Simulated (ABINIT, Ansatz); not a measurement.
**Ti and the effect of the pressure**

The cell as given:

Symmetry: P6_3/mmc, No. 194, hexagonal system. Conventional cell: a = 2.950 Å, b = 2.950 Å, c = 4.680 Å, α = 90.00°, β = 90.00°, γ = 120.00°. Around Ti (site symmetry -6m2) lie 12 Ti at 2.89 to 2.95 Å.

Kept alike: task relaxation of cell and atoms; functional PBE; k mesh 10 × 10 × 6; occupations fermi-dirac, width 0.05 eV; no spin polarisation. Program: Ansatz, Ansatz PAW, cutoff 420 eV. The mesh is that of the run's cell of 2 atoms. No spin-orbit coupling.

| pressure, P (GPa) | volume (Å³/atom) | first edge of the run's cell (Å) | third edge of the run's cell (Å) |
| --- | --- | --- | --- |
| 0 | 17.398 | 2.940 | 4.648 |
| 2 | 17.096 | 2.924 | 4.619 |
| 5 | 16.687 | 2.901 | 4.580 |
| 10 | 16.083 | 2.865 | 4.524 |
| 20 | 15.107 | 2.804 | 4.437 |

The relaxations keep at least the cell's symmetry (P6_3/mmc). For a metal such a mesh leaves the last digits unconverged. Runs of this series that gave no sound value for these columns are left out. The runs follow the start's structure, whether or not it is the stable one at these pressures. P is the pressure aimed at, which the runs meet within some hundredths to tenths of a GPa.

**Question.** What does the pressure change here?

**Answer.** The volume falls from 17.398 to 15.107 Å³/atom between 0 and 20 GPa. The volume falls ever more slowly, since the solid stiffens under load. At the pressures aimed at, which the runs meet within some tenths of a GPa, the step from 0 to 5 GPa gives a mean bulk modulus near 120 GPa, the last step 160 GPa. A twin series (ABINIT, JTH PAW PBE v2.0) moves it by -2.3014 between 0 and 20, against -2.2910 Å³/atom here. The first edge of the run's cell falls from 2.940 to 2.804 Å between 0 and 20 GPa. A twin series (ABINIT, JTH PAW PBE v2.0) moves it by -0.1380 between 0 and 20, against -0.1359 Å here. The third edge of the run's cell falls from 4.648 to 4.437 Å between 0 and 20 GPa. A twin series (ABINIT, JTH PAW PBE v2.0) moves it by -0.2068 between 0 and 20, against -0.2113 Å here.
